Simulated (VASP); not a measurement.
Write the native input for VASP 6.6.1 that does the following.

```
Task                   : single point
Functional             : PBE
Dispersion             : D3(BJ)
Potentials or basis    : VASP PAW PBE potentials, release 64 (C, N, H, O)
Cutoff                 : 520 eV
k mesh                 : 1 × 1 × 1
Occupations            : fermi-dirac, width 0.05 eV
Spin                   : no spin polarisation
Dipole correction      : no
Further INCAR settings : LREAL = Auto; ALGO = Fast; EDIFF = 1e-06; NBANDS = 72
```

The structure of H7C2NO2 lies in POSCAR:

```
H7C2NO2
1.0
    7.3489790000      0.0000000000      0.0000000000
    0.0000000000      7.3489790000      0.0000000000
    0.0000000000      0.0000000000      7.3489790000
C N H O
6 3 21 6
Direct
    0.6858095526      0.5799989359      0.3467148294
    0.6441030788      0.5737939923      0.5394082634
    0.1297050924      0.3311344338      0.7248081672
   -0.0304940319      0.2245618065      0.7486209989
    0.2662818876      0.8502541646      0.4699020095
    0.1646623293      0.9771425391      0.3628531256
    0.5943954936      0.5973346774      0.6918103862
   -0.1439791840      0.1257317513      0.7631128079
    0.0851546861      1.0991458814      0.2946259610
    0.6708142723      0.7197054176      0.3152138549
    0.8196648813      0.5195415581      0.3295831979
    0.5873332881      0.5009403347      0.2941769190
    0.1367400832      0.4107509356      0.8382252827
    0.2554912730      0.2432991032      0.7546898692
    0.1326034542      0.3915101676      0.5883674453
    0.4114993389      0.8491111486      0.4090364117
    0.2780794448      0.9030642216      0.6109828318
    0.2157714698      0.7043155246      0.4655340558
    0.6106834705      0.1278544952     -0.0816984237
    0.5416126512      0.3100838906     -0.0439244690
    0.2110361181      0.5764610295      1.0914169166
    0.0009389059      0.5289306174      1.0409745354
    0.1571782965      0.8604052345      1.0065479844
    0.2531916338      1.0120045247      0.9336807195
    0.8491247560      0.0467956161      0.2494496174
    0.6607176317      0.1066814860      0.1757523052
    0.8115413039      0.7025329641     -0.1496942637
    0.8186851534      0.8510569972      0.0302082779
    0.5334618591      0.0284665394      0.5605132359
    0.6312305424      0.1946664972      0.4624451914
    0.5119350593      0.1877131504     -0.0012110526
    0.1237042588      0.4935243386      1.0648554037
    0.2222893820      0.8946548902      0.8978934353
    0.7221955594     -0.0077697868      0.2348897718
    0.8536287830      0.7385379656     -0.0304804246
    0.5257601090      0.1615190355      0.5261683290
```

The cell was built by a generator and needn't be a form met in nature.

These files were run (other wordings do the same):

INCAR

```
SYSTEM = H7C2NO2
PREC = Accurate
ENCUT = 520
EDIFF = 1E-6
ISMEAR = -1
SIGMA = 0.05
LREAL = Auto
LASPH = .True.
NELM = 60
ALGO = Fast
ISIF = 2
LWAVE = .False.
LCHARG = .False.
GGA = PE
IVDW = 12
NBANDS = 72
```

KPOINTS

```
Automatic mesh
0
Gamma
  1 1 1
  0 0 0
```

Potentials or basis: VASP PAW PBE potentials, release 64 (C, N, H, O).

Command:

```bash
$ cat potpaw_PBE.64/C/POTCAR potpaw_PBE.64/N/POTCAR potpaw_PBE.64/H/POTCAR potpaw_PBE.64/O/POTCAR > POTCAR
$ mpirun -np 1 vasp_gam > vasp.out
```

Results of the run:

* Pressure: 2.3 GPa
* Largest force: 7.765 eV/Å
* Band gap on the k mesh: 4.65 eV, direct
* Dispersion energy per atom: -0.043 eV

Caveat: the standard files for N, O and F lose accuracy on very short bonds.

It took 37 s on 1 thread of Intel(R) Xeon(R) 6975P-C (Granite Rapids), on a shared host, peak memory 0.43 GiB.
